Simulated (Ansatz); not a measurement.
P under changes of volume

One of the cells (20.458 Å³/atom); the others are scaled copies at fixed shape and fractional positions:

```
P
1.0
     1.64774   -5.46504    0.00000
     1.64774    5.46504    0.00000
     0.00000    0.00000    4.54364
P
4
Direct
  0.90414 0.09586 0.58882
  0.09586 0.90414 0.41118
  0.59586 0.40414 0.08882
  0.40414 0.59586 0.91118
```

- Program: Ansatz 0.2.0
- Functional: r2SCAN
- Potentials or basis: Ansatz PAW
- Cutoff: 500 eV (not typed: the program's choice for these potentials)
- k mesh: 8 × 8 × 6
- Occupations: fermi-dirac, width 0.05 eV
- Spin: no spin polarisation

```tsv
volume (Å³/atom)	energy over the lowest point (meV/atom)	pressure (GPa)	gap on the mesh (eV)	largest force (eV/Å)
19.230	25.55	6.3	0.15	0.658
19.639	12.15	4.2	0.17	0.452
20.049	3.80	2.3	0.20	0.263
20.458	0.00	0.7	0.23	0.090
20.867	0.28	-0.9	0.27	0.081
21.276	?	?	?	?
21.685	11.51	-3.5	0.35	0.371
```

**Question.** What does the run at 21.276 Å³/atom give?

**Answer.** Energy over the lowest point 4.25 meV/atom; pressure -2.2 GPa; gap on the mesh 0.31 eV; largest force 0.230 eV/Å.

Worked out: A Birch-Murnaghan fit of order 3 (a polynomial in V^(-2/3)) to the other rows has its minimum at 20.63 Å³/atom with B0 = V·E''(V) = 77 GPa and B' = 4.3 at fixed shape and positions, which overstates the stiffness. It gives 4.24 meV/atom at 21.276 Å³/atom, against the run's 4.25, and -dE/dV = -2.2 GPa, against -2.2. A parabola through the other rows of the gap, of slope 2.17 eV per unit of ln V (its deformation potential) there, gives 0.31 eV, against the run's 0.31.

Energies are extrapolated to zero smearing.

Caveats: the PAW data sets come from PBE, with cores solved anew for the run's functional, which leaves a small shift of forces and pressure.

A mesh can miss the band edges.
